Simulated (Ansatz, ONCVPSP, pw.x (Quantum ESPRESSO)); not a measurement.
# What a changed setting does to a pw.x run (fcc W)

Potential: optimised norm-conserving Vanderbilt (ONCV), ONCVPSP 4.0.1.1 (patched build), PBE; core [Kr] 4d10 4f14, reference 5s2 5p6 5d4 6s1; waves: 5s+6s: rc 1.50 bohr, ncon 3, nbas 7, qcut 7.8 1/bohr, 3 projectors, debl 2.3 Ha; 5p: rc 1.75 bohr, ncon 4, nbas 8, qcut 8.1 1/bohr, 2 projectors, debl 0.4 Ha; 5d: rc 2.80 bohr, ncon 3, nbas 8, qcut 5.6 1/bohr, 2 projectors, debl 3 Ha; local part: polynomial inside 1.30 bohr (lpopt 5, dvloc0 0 Ha); core correction: Teter function, fcfact 5.25, rcfact 1.55. In the p channel the program set the typed energies aside and used -1.864, 0.250 Ha.

The reference run (k-mesh 14³, cutoffs 65/260 Ry, Fermi–Dirac 0.01 Ry, mixing_beta 0.4, conv_thr 1e-9, no spin) gives -2.62 GPa at 16.478 Å³/atom, where all-electron LAPW gives -0.06 GPa. This run, with its own iteration cap, changes degauss to 0.005.

```
&control
  calculation='scf', prefix='x', pseudo_dir='./', outdir='./tmp', tstress=.true., disk_io='none'
/
&system
  ibrav=0, nat=1, ntyp=1, ecutwfc=65, ecutrho=260, nbnd=15,
  occupations='smearing', smearing='fd', degauss=0.005
/
&electrons
  conv_thr=1e-09, mixing_beta=0.4, electron_maxstep=60
/
ATOMIC_SPECIES
W 1.0 W.UPF
CELL_PARAMETERS angstrom
  0.00000000 2.01972156 2.01972156
  2.01972156 0.00000000 2.01972156
  2.01972156 2.01972156 0.00000000
ATOMIC_POSITIONS crystal
W 0.0000 0.0000 0.0000
K_POINTS automatic
14 14 14 0 0 0
```

```bash
pw.x < W.scf.in > W.scf.out
```

Task: How does the run end?

Result: It converges in 8 iterations; the free energy moves by +27.7 meV/atom and the pressure by -0.31 GPa. In a metal, with Fermi–Dirac smearing, F lies below its zero-width value by a term in the square of the width.

```
Message from routine setup:
     using ibrav=0 with symmetry is DISCOURAGED, use correct ibrav instead
     lattice parameter (alat)  =       5.3977  a.u.
     unit-cell volume          =     111.1991 (a.u.)^3
     number of electrons       =        14.00
     number of Kohn-Sham states=           15
     kinetic-energy cutoff     =      65.0000  Ry
     charge density cutoff     =     260.0000  Ry
     scf convergence threshold =      1.0E-09
     Exchange-correlation= PBE
     number of k points=   104  Fermi-Dirac smearing, width (Ry)=  0.0050
     iteration #  1     ecut=    65.00 Ry     beta= 0.40
     total energy              =    -158.68618651 Ry
     estimated scf accuracy    <       0.70120759 Ry
     iteration #  2     ecut=    65.00 Ry     beta= 0.40
     total energy              =    -158.67601769 Ry
     estimated scf accuracy    <       0.09503496 Ry
     iteration #  3     ecut=    65.00 Ry     beta= 0.40
     total energy              =    -158.69676674 Ry
     estimated scf accuracy    <       0.00099443 Ry
     iteration #  4     ecut=    65.00 Ry     beta= 0.40
     total energy              =    -158.69681375 Ry
     estimated scf accuracy    <       0.00063847 Ry
     iteration #  5     ecut=    65.00 Ry     beta= 0.40
     total energy              =    -158.69696494 Ry
     estimated scf accuracy    <       0.00001248 Ry
     iteration #  6     ecut=    65.00 Ry     beta= 0.40
     total energy              =    -158.69696647 Ry
     estimated scf accuracy    <       0.00000041 Ry
     iteration #  7     ecut=    65.00 Ry     beta= 0.40
     total energy              =    -158.69696660 Ry
     estimated scf accuracy    <       0.00000003 Ry
     iteration #  8     ecut=    65.00 Ry     beta= 0.40
     the Fermi energy is    21.2336 ev
!    total energy              =    -158.69696660 Ry
     estimated scf accuracy    <          1.9E-10 Ry
     smearing contrib. (-TS)   =      -0.00140594 Ry
     The total energy is F=E-TS. E is the sum of the following terms:
     one-electron contribution =     -15.13603065 Ry
     hartree contribution      =      16.17850783 Ry
     xc contribution           =     -42.01485850 Ry
     ewald contribution        =    -117.72317934 Ry
     convergence has been achieved in   8 iterations
          total   stress  (Ry/bohr**3)                   (kbar)     P=      -29.33
     Message from routine punch:
     Nothing written, as per user request (disk_io='none')
```

The run took about 34 s on one core of a shared host (Neoverse-N1, 64 threads, 124 GiB, load 51).
